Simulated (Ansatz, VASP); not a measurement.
# TiO: VASP beside Ansatz

```
Ti O
1.0
     2.81650    0.00000    0.00000
    -1.40825    2.43916    0.00000
     0.00000    0.00000    2.82174
Ti O
1 1
Cartesian
  1.4083 0.8131 0.0000
  0.0000 0.0000 1.4109
```

Alike in both runs: task relaxation of shape and atoms at fixed volume; functional PBEsol; k mesh 18 × 18 × 16; occupations gaussian, width 0.1 eV; no spin polarisation.

```csv
,VASP,Ansatz
version,VASP 6.6.1,Ansatz 0.2.0
potentials or method,"VASP PAW PBE potentials, release 64 (Ti_sv, O)","scalar-relativistic, plane waves, PAW"
plane-wave cutoff (eV),600,420
valence electrons in the cell,18,18
```

|  | VASP | Ansatz | Ansatz less VASP |
| --- | --- | --- | --- |
| gap on the k mesh at the Fermi level, each at its own relaxed structure (eV) | none | none | - |
| relaxed volume (Å³/atom) | 9.69 | 9.69 | 0.000 |
| relaxed cell length with the largest relative difference (Å) | 2.818 | 2.818 | -0.0004 |

A gap of «none» marks a metal or a gap that the smearing closes.

Caveats: the PAW data sets were made with another functional, which shifts forces and pressure a little (VASP); semilocal functionals often make such compounds metallic where correlation or magnetic order opens a gap, which also shifts bond lengths.
